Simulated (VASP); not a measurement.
Input of a VASP 6.6.1 run:

The input INCAR:

```
SYSTEM = Cr2O3
PREC     = Accurate       ! precision mode
ENCUT    = 600            ! plane-wave cutoff, eV
EDIFF    = 1E-7           ! SCF threshold, eV
ISMEAR   = 1              ! smearing method
SIGMA    = 0.1            ! smearing width, eV
LREAL    = .FALSE.        ! projectors in reciprocal space
LASPH    = .TRUE.         ! aspherical terms in the spheres
NELM     = 150            ! most SCF steps
ALGO     = Normal         ! electronic algorithm
ISIF     = 3              ! what is computed and relaxed
LWAVE    = .FALSE.        ! write WAVECAR
LCHARG   = .FALSE.        ! write CHGCAR
ISPIN    = 2              ! spin polarisation
MAGMOM   = 3 3 -3 -3 0 0 0 0 0 0 ! initial moments
LORBIT   = 11             ! projections on sites
LMAXMIX  = 4              ! l up to which the mixer works
GGA      = PE             ! functional
IBRION   = 2              ! ionic algorithm
NSW      = 90             ! ionic steps
EDIFFG   = -0.005         ! ionic threshold
AMIX     = 0.2          
BMIX     = 1E-4         
AMIX_MAG = 0.8          
BMIX_MAG = 1E-4         
KPAR     = 4
```

Contents of KPOINTS:

```
regular mesh
0
G
  9 9 9
  0 0 0
```

POSCAR

```
Cr2O3                                   
1.0
    2.4531095108      1.4163034343      4.6863042372
   -2.4531095108      1.4163034343      4.6863042372
    0.0000000000     -2.8326068686      4.6863042372
  Cr              O             
     4     6
Direct
     0.3466459291001133    0.3466459291001133    0.3466459291001133
     0.1533540708998868    0.1533540708998868    0.1533540708998868
     0.6533540708998868    0.6533540708998868    0.6533540708998868
     0.8466459291001132    0.8466459291001132    0.8466459291001132
     0.5580458021100853    0.9419541978899147    0.2500000000000000
     0.2499999999999993    0.5580458021100848    0.9419541978899160
     0.9419541978899152    0.2500000000000006    0.5580458021100840
     0.4419541978899146    0.0580458021100854    0.7500000000000000
     0.7500000000000007    0.4419541978899152    0.0580458021100841
     0.0580458021100847    0.7499999999999993    0.4419541978899159
```

Potentials or basis: VASP PAW PBE potentials, release 64 (Cr_pv, O).

Launch:

```bash
$ cat potpaw_PBE.64/Cr_pv/POTCAR potpaw_PBE.64/O/POTCAR > POTCAR
$ mpirun -np 4 vasp_std > vasp.out
```

(1) Estimate the site moments.

(2) Estimate the net moment.

(3) Predict the band gap on the k mesh.

## Answers

(1) Cr +2.64, -2.64; O -0.01, +0.01 μB.

(2) 0.00 μB per cell.

(3) 1.04 eV, indirect (least direct gap 1.08 eV).

Caveat: the relaxation stopped at its first step, so nothing moved; an odd mesh through Γ misses points on the zone boundary, where band edges often lie.
